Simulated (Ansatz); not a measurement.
**AlN (P6_3mc): G0W0 under other settings**

Aim: change settings of a G0W0 run on AlN (P6_3mc) and see what moves.

Calculated with Ansatz 0.2.0; G0W0 on PBE, plane waves, PAW.

The database entry behind the starting cell differs from later determinations by our own check (inner coordinate u about 0.002 short), so it need not match the best structure at ambient conditions.

**1. Starting point**

The structure is hexagonal, space group P6_3mc (No. 186). The conventional cell has a = 3.113 Å, b = 3.113 Å, c = 4.981 Å, α = 90.00°, β = 90.00°, γ = 120.00°. Al has 4 N at 1.89 Å nearest. Nearest to N lie 4 Al at 1.89 Å. Farther neighbours and most contacts between anions are not listed.

The cell and positions come from the Crystallography Open Database and are kept as given unless a step says otherwise. The default PAW set here is soft_1. Its files were made with PBE.

**2. The base run: 6×6×2 mesh, 124 empty bands, screening to 120 eV**

G0W0 replaces the xc potential by the self-energy, built once from these orbitals. Only a window of levels is corrected, while the sums run over the empty bands that the input names.

Input file input.yaml:

```yaml
crystal:
  lattice:
    - [3.113, 0.0, 0.0]
    - [-1.5565, 2.695937082, 0.0]
    - [0.0, 0.0, 4.981]
  atoms:
    - { symbol: Al, position: [0.3333333333, 0.6666666667, 0.0] }
    - { symbol: Al, position: [0.6666666667, 0.3333333333, 0.5] }
    - { symbol: "N", position: [0.3333333333, 0.6666666667, 0.38] }
    - { symbol: "N", position: [0.6666666667, 0.3333333333, 0.88] }
kpoints:
  mp_grid: { grid: [6, 6, 2] }
hamiltonian:
  xc: pbe
  pseudopotentials: { kind: paw, azcp: { folder: "./paw" } }
scf:
  occupations: { method: fixed }
gw:
  n_empty_bands: 124
  ecut_chi: 120
  qp_bands: [v2, c2]
  qp_kpoints: band_edges
  screening: { model: contour_deformation }
```

Command:

```console
ansatz run input.yaml --threads 3 --pin off --max-ram 92160MiB --backend cuda --events-out ev --progress --plain --runs-dir out --devices 1 --max-vram 13GiB
```

Numbers of over 12 decimals in the logs are rounded to 6 here.

Log:

```text
GPUs: using 1 of 1 available (devices: 1).
Engine: ansatz 0.2.0, x86_64-unknown-linux-gnu
Pseudopotentials: kind: paw
Pseudopotential: Al, paw, valence charge 3, recommended cutoff 420 eV (normal), <dir>
Pseudopotential: N, paw, valence charge 5, recommended cutoff 420 eV (normal), <dir>
Functional definition: PBE
  parameter kappa = 0.804
  parameter beta = 0.066725
  exchange = pbe_x(kappa = kappa, mu = beta*pi^2/3)
  correlation = pbe_c(beta = beta)
device memory: the entry about to start is reckoned to put 0.8 GiB on a device that reports 70.9 GiB free (of which the cap on the GPU budget leaves the run 13.0 GiB)
GPU FFT provider: cuFFT
GPU libraries: cuBLAS 13.8.2, cuFFT 12.4.0, cuSOLVER 12.3.4
Crystal: 4 atoms, lattice volume = 41.803 Å³
Basis set: ecut = 420 eV, 809 PW (Γ)
Bands: 12, of which v1, the nominal top of the filled ones, is band 8 counted from 1 (7 counted from 0)
Symmetry: 12 space group operations
Space group: P63mc (ITA 186), of the structure as read, at distance tolerance 3.5e-5 Å
k-points: 14 of 72
Non-local potential: Al, projectors of the file, l = 0: 2, l = 1: 2, l = 2: 1
Non-local potential: N, projectors of the file, l = 0: 2, l = 1: 2, l = 2: 1
PAW form: soft (Blöchl's): semilocal exchange-correlation on the pseudo side does not see the compensation charge
PAW one-centre angular grid: Al, 110 points (default); XC on 64 Gauss nodes
PAW one-centre angular grid: N, 110 points (default); XC on 64 Gauss nodes
Initial density: superposition of atomic densities (chi_scale 0.1, normalization cell, long waves kept (reshape's long-wave potential 0.00 eV rms))
Initial wavefunctions: pseudopotential atomic-orbital guess
GPU buffer pool allocated for 20736 grid points (all kernels)
GPU transforms: local potential and band sums: pruned to the plane-wave sphere, on 24×24×36
Functional: x = pbe(κ = 0.804, μ = 0.219515), c = pbe(β = 0.066725)
SCF iter   1: F=—  HF=-1851.407074 eV  |F-HF|=—  |Δ(HF+E_count)|=         —  Δρ=1.39e-1  dr2=9.83e0  ethr=3.10e-3  ⟨swp⟩=4.9  Hψ=895  notcnv=0  defer=10
preconditioner: auto → none  [insulator: Δε(μ)=5.473 eV  Ē_g=14.255 eV  n_scr=2 (ndim 8)  ℏωp=23.0 eV  f_vac=0.000  ε∞_Penn≈3.6]
SCF iter   2: F=—  HF=-1848.927994 eV  |F-HF|=—  |Δ(HF+E_count)|=    2.48e0  Δρ=7.66e-2  dr2=1.45e0  ethr=3.10e-3  ⟨swp⟩=3.1  Hψ=514  notcnv=0  defer=25
SCF iter   3: F=—  HF=-1848.520487 eV  |F-HF|=—  |Δ(HF+E_count)|=   4.08e-1  Δρ=2.33e-2  dr2=1.15e-1  ethr=3.10e-3  ⟨swp⟩=2.2  Hψ=390  notcnv=0  defer=26
SCF iter   4: F=—  HF=-1848.508182 eV  |F-HF|=—  |Δ(HF+E_count)|=   1.23e-2  Δρ=1.37e-3  dr2=4.07e-4  ethr=7.17e-4  ⟨swp⟩=2.0  Hψ=204  notcnv=0  defer=28
SCF iter   5: F=—  HF=-1848.508043 eV  |F-HF|=—  |Δ(HF+E_count)|=   1.38e-4  Δρ=3.67e-4  dr2=1.40e-5  ethr=2.54e-6  ⟨swp⟩=2.0  Hψ=266  notcnv=0  defer=28
[...]
E sigma→0 (E₀):  -1848.508049 eV
Fermi energy:    7.112221 eV
--- Per-component energies (eV) ---
  E_band       = 30.288186
  E_kinetic    = 313.411556
  E_local      = -420.944567  (includes V_loc(G=0)·N_el)
  E_nonlocal   = 89.103105
  E_hartree    = 155.481626
  E_xc         = -198.149517
  E_vxc        = -214.038368  (∫ρ·V_xc dr)
  E_paw        = -1195.748764  (= ΣΔE_a)
  E_vpaw       = -48.208844  (= ΣTr[D̂ρ^β])
  E_aug_tail   = 0.001782  (compensation charges beyond the density's cutoff)
  E_ewald      = -591.663270
  E_smearing   = -0.000000  (= −TS)
  E_closure    = 0.000000  (closes the sum)
  Σ components = -1848.508049   (vs F -1848.508049, Δ=0.00e0)
--- Band table (eV; the first three rows and the last of 14) ---
  k-point 0: bands = [... 4 lower, 6.2845, 6.9330, 6.9330, 7.1122, 11.3259, 13.7812, 17.7272, 18.2821]
  k-point 1: bands = [... 4 lower, 6.5991, 6.5991, 6.5991, 6.5991, 13.5799, 13.5799, 17.4643, 17.4643]
  k-point 2: bands = [... 4 lower, 5.6450, 5.8936, 6.8545, 6.9420, 12.6096, 14.8408, 16.2977, 16.9064]
  k-point 13: bands = [... 4 lower, 3.2960, 3.2960, 6.3356, 6.3356, 14.5445, 14.5445, 14.9798, 14.9798]
--- G₀W₀: contour deformation, 6 samples at zero and on the imaginary axis and 1 off it, 72 q-points, 124 empty bands' worth ---
  eigenvalues of the whole cell's RPA ε∞ on this k-mesh (on a slab, of 1 + 4πα/V) = 4.2368, 4.2368, 4.3936; static W/v taken at q = 0 is 0.231158
  gw.qp_kpoints: band_edges: 12 of 14 stored k-points solved, in 1 pass; an edge of the gap read off the rows below is read off those points alone
    valence top: of the k-points left out ik 8 came nearest to being solved in a further pass, in band 8 (counted from 1, as in the quasiparticle table): it holds the edge there only if its correction is more favourable than any solved in that band by at least 0.587 eV; those differ by 0.268 eV
    conduction bottom: of the k-points left out ik 9 came nearest to being solved in a further pass, in band 9 (counted from 1, as in the quasiparticle table): it holds the edge there only if its correction is more favourable than any solved in that band by at least 2.202 eV; those differ by 0.463 eV
    ik  band        ε_KS         Σx   Σc(E_QP)       V_xc       Z   E_QP_lin       E_QP  E_QP is
     0     7      6.9330   -21.6975     3.2066   -17.6723  0.7829     6.1082     6.1144  root
     0     8      7.1122   -21.8832     3.2634   -17.8131  0.7813     6.2995     6.3056  root
     0     9     11.3259    -9.7611    -3.8960   -14.4587  0.8165    12.1319    12.1275  root
     0    10     13.7812    -7.9534    -4.3815   -13.2049  0.8233    14.6571    14.6512  root
     1     7      6.5991   -21.7090     3.3138   -17.5255  0.7813     5.7221     5.7294  root
     1     8      6.5991   -21.7090     3.3138   -17.5255  0.7813     5.7221     5.7294  root
     1     9     13.5799    -9.3836    -4.3091   -14.6350  0.8089    14.5295    14.5221  root
     1    10     13.5799    -9.3836    -4.3091   -14.6350  0.8089    14.5295    14.5221  root
[...]
13     7      6.3356   -21.7932     3.4158   -17.4711  0.7787     5.4210     5.4294  root
    13     8      6.3356   -21.7932     3.4158   -17.4711  0.7787     5.4210     5.4294  root
    13     9     14.5445    -6.8382    -4.5613   -12.2058  0.8053    15.3572    15.3507  root
    13    10     14.5445    -6.8382    -4.5613   -12.2058  0.8053    15.3572    15.3507  root
[key lines of the parts left out:]
SCF converged after 7 iterations
Free energy (F): -1848.508049 eV
```

Run time: 23 s. Hardware: 1 × NVIDIA H100 80GB HBM3 (shared by 6 runs) with 3 threads of AMD EPYC 7R13 (Zen 3), shared host; peak memory 1 GiB.

The column dr2 measures how far the density is from self-consistency, as an energy; F and HF (Harris–Foulkes) agree once it is small.

This step gave:

| Item | Value |
| --- | --- |
| bands summed | 132 |
| RPA ε∞ on this mesh (eigenvalues) | 4.237, 4.237, 4.394 |
| plane waves in the screening matrix | 135 |
| q-points in the mesh | 72 |
| G0W0 gap on the mesh | 5.822 eV |
| k of the valence top | 0, 0, 0 |
| k of the conduction bottom | 0, 0, 0 |
| starting gap on the mesh | 4.214 eV |
| Z at the valence top | 0.7813 |
| Z at the conduction bottom | 0.8165 |
| least direct G0W0 gap on the computed points | 5.822 eV |

The gap on the mesh goes from 4.21 eV to 5.82 eV, a correction of +1.61 eV. Between the two edge states, bare exchange in place of the xc potential would open the gap by 8.77 eV, and correlation takes back 7.16 eV.

**3. Variant: plasmon pole at a typed frequency**

Changes to input.yaml since step 2:

```diff
@@ -18,6 +18,7 @@
 gw:
-  n_empty_bands: 124
-  ecut_chi: 120
+  n_empty_bands: 94
+  ecut_chi: 100
   qp_bands: [v2, c2]
   qp_kpoints: band_edges
-  screening: { model: contour_deformation }
+  screening: { model: godby_needs }
+  plasmon_pole_fit_frequency: 15
```

Log:

```text
GPUs: using 1 of 1 available (devices: 1).
[...]
GPU FFT provider: cuFFT
GPU libraries: cuBLAS 13.8.2, cuFFT 12.4.0, cuSOLVER 12.3.4
Crystal: 4 atoms, lattice volume = 41.803 Å³
Basis set: ecut = 420 eV, 809 PW (Γ)
Bands: 12, of which v1, the nominal top of the filled ones, is band 8 counted from 1 (7 counted from 0)
Symmetry: 12 space group operations
[...]
k-points: 14 of 72
[...]
GPU buffer pool allocated for 20736 grid points (all kernels)
[...]
SCF iter   1: F=—  HF=-1851.407074 eV  |F-HF|=—  |Δ(HF+E_count)|=         —  Δρ=1.39e-1  dr2=9.83e0  ethr=3.10e-3  ⟨swp⟩=4.9  Hψ=895  notcnv=0  defer=10
[...]
SCF iter   7: F=-1848.508049 eV  HF=-1848.508049 eV  |F-HF|=1.82e-9  |Δ(HF+E_count)|=   6.78e-8  Δρ=2.83e-6  dr2=1.85e-9  ethr=6.25e-10  ⟨swp⟩=4.1  Hψ=727  notcnv=0
SCF 1 converged in 7 iterations: F = -1848.508049 eV  dr2 = 1.85e-9
[...]
NSCF: frozen V_eff on 14 k-points
[...]
G₀W₀ screening: q 1/14
[... further progress lines ...]
SCF converged after 7 iterations
Free energy (F): -1848.508049 eV
[...]
Internal energy: -1848.508049 eV  (E = F + TS)
E sigma→0 (E₀):  -1848.508049 eV
Fermi energy:    7.112221 eV
[...]
--- Band table (eV; the first three rows and the last of 14) ---
  k-point 0: bands = [... 4 lower, 6.2845, 6.9330, 6.9330, 7.1122, 11.3259, 13.7812, 17.7272, 18.2821]
  k-point 1: bands = [... 4 lower, 6.5991, 6.5991, 6.5991, 6.5991, 13.5799, 13.5799, 17.4643, 17.4643]
  k-point 2: bands = [... 4 lower, 5.6450, 5.8936, 6.8545, 6.9420, 12.6096, 14.8408, 16.2977, 16.9064]
  k-point 13: bands = [... 4 lower, 3.2960, 3.2960, 6.3356, 6.3356, 14.5445, 14.5445, 14.9798, 14.9798]
--- G₀W₀: ω_p = 15.0000 eV, 72 q-points, 94 empty bands' worth ---
[...]
GN-PPA: 258434/652045 pairs with Re ω̃² < 0 across q-mesh
  bands read: the sum over 102 bands ends inside a degenerate multiplet in 1 slot, whose members it reads at an even weight; the widest, k=0: bands 102 to 103 (counted from 1) at 1/2 each
[...]
0     7      6.9330   -21.6975     3.4159   -17.6723  0.7847     6.3212     6.3237  root
     0     8      7.1122   -21.8832     3.4733   -17.8131  0.7833     6.5131     6.5155  root
     0     9     11.3259    -9.7611    -3.8036   -14.4587  0.8162    12.2241    12.2199  root
     0    10     13.7812    -7.9534    -4.2872   -13.2049  0.8237    14.7510    14.7454  root
     1     7      6.5991   -21.7090     3.5184   -17.5255  0.7836     5.9309     5.9340  root
     1     8      6.5991   -21.7090     3.5184   -17.5255  0.7836     5.9309     5.9340  root
     1     9     13.5799    -9.3836    -4.1958   -14.6350  0.8103    14.6423    14.6354  root
     1    10     13.5799    -9.3836    -4.1958   -14.6350  0.8103    14.6423    14.6354  root
[...]
13     7      6.3356   -21.7932     3.6158   -17.4711  0.7818     5.6257     5.6294  root
    13     8      6.3356   -21.7932     3.6158   -17.4711  0.7818     5.6257     5.6294  root
    13     9     14.5445    -6.8382    -4.4241   -12.2058  0.8094    15.4940    15.4879  root
    13    10     14.5445    -6.8382    -4.4241   -12.2058  0.8094    15.4940    15.4879  root
```

Run time: 20 s. Hardware: 1 × NVIDIA H100 80GB HBM3 (shared by 6 runs) with 3 threads; peak memory 1 GiB; 19 s of CPU time.

The G0W0 gap on the mesh is 5.704 eV.

Against the base:

| setting | base | variant |
| --- | --- | --- |
| empty bands | 124 | 94 |
| screening cutoff (eV) | 120 | 100 |
| frequency model | contour deformation | plasmon pole |
| plasmon pole fit frequency | - | 15 |

| quantity | variant | base |
| --- | --- | --- |
| starting gap on the mesh | 4.214 | 4.214 |
| G0W0 gap on the mesh | 5.704 | 5.822 |
| least direct G0W0 gap on the computed points | 5.704 | 5.822 |
| Z at the valence top | 0.783 | 0.781 |
| Z at the conduction bottom | 0.816 | 0.816 |

**4. Variant: guard bands**

Changes to input.yaml since step 3:

```diff
@@ -18,7 +18,7 @@
 gw:
-  n_empty_bands: 94
-  ecut_chi: 100
+  n_empty_bands: 67
+  ecut_chi: 80
   qp_bands: [v2, c2]
   qp_kpoints: band_edges
-  screening: { model: godby_needs }
-  plasmon_pole_fit_frequency: 15
+  screening: { model: contour_deformation }
+  n_guard_bands: 0
```

Log:

```text
GPUs: using 1 of 1 available (devices: 1).
[...]
GPU FFT provider: cuFFT
GPU libraries: cuBLAS 13.8.2, cuFFT 12.4.0, cuSOLVER 12.3.4
Crystal: 4 atoms, lattice volume = 41.803 Å³
Basis set: ecut = 420 eV, 809 PW (Γ)
Bands: 12, of which v1, the nominal top of the filled ones, is band 8 counted from 1 (7 counted from 0)
Symmetry: 12 space group operations
[...]
k-points: 14 of 72
[...]
GPU buffer pool allocated for 20736 grid points (all kernels)
[...]
SCF iter   1: F=—  HF=-1851.407074 eV  |F-HF|=—  |Δ(HF+E_count)|=         —  Δρ=1.39e-1  dr2=9.83e0  ethr=3.10e-3  ⟨swp⟩=4.9  Hψ=895  notcnv=0  defer=10
[...]
SCF iter   7: F=-1848.508049 eV  HF=-1848.508049 eV  |F-HF|=1.82e-9  |Δ(HF+E_count)|=   6.78e-8  Δρ=2.83e-6  dr2=1.85e-9  ethr=6.25e-10  ⟨swp⟩=4.1  Hψ=727  notcnv=0
SCF 1 converged in 7 iterations: F = -1848.508049 eV  dr2 = 1.85e-9
[...]
G₀W₀ screening: q 1/14
[... further progress lines ...]
SCF converged after 7 iterations
Free energy (F): -1848.508049 eV
[...]
Internal energy: -1848.508049 eV  (E = F + TS)
E sigma→0 (E₀):  -1848.508049 eV
Fermi energy:    7.112221 eV
[...]
--- Band table (eV; the first three rows and the last of 14) ---
  k-point 0: bands = [... 4 lower, 6.2845, 6.9330, 6.9330, 7.1122, 11.3259, 13.7812, 17.7272, 18.2821]
  k-point 1: bands = [... 4 lower, 6.5991, 6.5991, 6.5991, 6.5991, 13.5799, 13.5799, 17.4643, 17.4643]
  k-point 2: bands = [... 4 lower, 5.6450, 5.8936, 6.8545, 6.9420, 12.6096, 14.8408, 16.2977, 16.9064]
  k-point 13: bands = [... 4 lower, 3.2960, 3.2960, 6.3356, 6.3356, 14.5445, 14.5445, 14.9798, 14.9798]
[...]
0     7      6.9330   -21.6975     3.4777   -17.6723  0.7865     6.3828     6.3855  root
     0     8      7.1122   -21.8832     3.5338   -17.8131  0.7851     6.5733     6.5759  root
     0     9     11.3259    -9.7611    -3.7843   -14.4587  0.8195    12.2451    12.2393  root
     0    10     13.7812    -7.9534    -4.2651   -13.2049  0.8247    14.7752    14.7675  root
     1     7      6.5991   -21.7090     3.5749   -17.5255  0.7848     5.9870     5.9905  root
     1     8      6.5991   -21.7090     3.5749   -17.5255  0.7848     5.9870     5.9905  root
     1     9     13.5799    -9.3836    -4.1558   -14.6350  0.8115    14.6856    14.6754  root
     1    10     13.5799    -9.3836    -4.1558   -14.6350  0.8115    14.6856    14.6754  root
[...]
13     7      6.3356   -21.7932     3.6667   -17.4711  0.7822     5.6760     5.6803  root
    13     8      6.3356   -21.7932     3.6667   -17.4711  0.7822     5.6760     5.6803  root
    13     9     14.5445    -6.8382    -4.3937   -12.2058  0.8066    15.5280    15.5183  root
    13    10     14.5445    -6.8382    -4.3937   -12.2058  0.8066    15.5280    15.5183  root
```

Elapsed: 17 s, on 1 × NVIDIA H100 80GB HBM3 (shared by 6 runs) with 3 threads; peak memory 0.98 GiB; 11 s of CPU time.

The G0W0 gap on the mesh is 5.663 eV.

Against the base:

| setting | base | variant |
| --- | --- | --- |
| empty bands | 124 | 67 |
| screening cutoff (eV) | 120 | 80 |
| n guard bands | - | 0 |

| quantity | variant | base |
| --- | --- | --- |
| starting gap on the mesh | 4.214 | 4.214 |
| G0W0 gap on the mesh | 5.663 | 5.822 |
| least direct G0W0 gap on the computed points | 5.663 | 5.822 |
| Z at the valence top | 0.785 | 0.781 |
| Z at the conduction bottom | 0.820 | 0.816 |

**5. What came out**

```yaml
base: 5.82 eV, 23 s
plasmon_pole_at_a_typed_frequency: 5.70 eV, 20 s
guard_bands: 5.66 eV, 17 s
```

**Reading.** Plasmon pole at a typed frequency: the gap moves by −0.12 eV. The variant differs from the base in empty bands, screening cutoff, frequency model and plasmon pole fit frequency together, so the change can't be laid to one of them. Guard bands: the gap moves by −0.16 eV. The variant differs from the base in empty bands, screening cutoff and n guard bands together, so the change can't be laid to one of them. All runs here use a coarse mesh and modest cutoffs; they test settings and are not final values. The 6×6×2 mesh is coarse for this cell (its supercell is 10 Å along the shortest edge). The RPA ε∞ on it, from the PBE start, is 4.24 and 4.39; such meshes misread the long-range screening, most where the gap is narrow.

[Paths, hosts, dates, memory and timing lines, banners, echoed tables and standing remarks are left out of the program output.]

[Logs are printed without paths, hosts, clocks, repeated set-up lines and the standing remarks that a program may print on its own settings, such as how far it seeks lower states.]

[Runs of the session that timed out or met a known fault of the program may be left out.]

[Cells called generated may have been cut or substituted from an entry of the Crystallography Open Database or the Materials Project.]

[Hosts, paths, dates, database ids (printed as entryN), source tags and the programs' standing remarks are cut or masked in the printed files.]
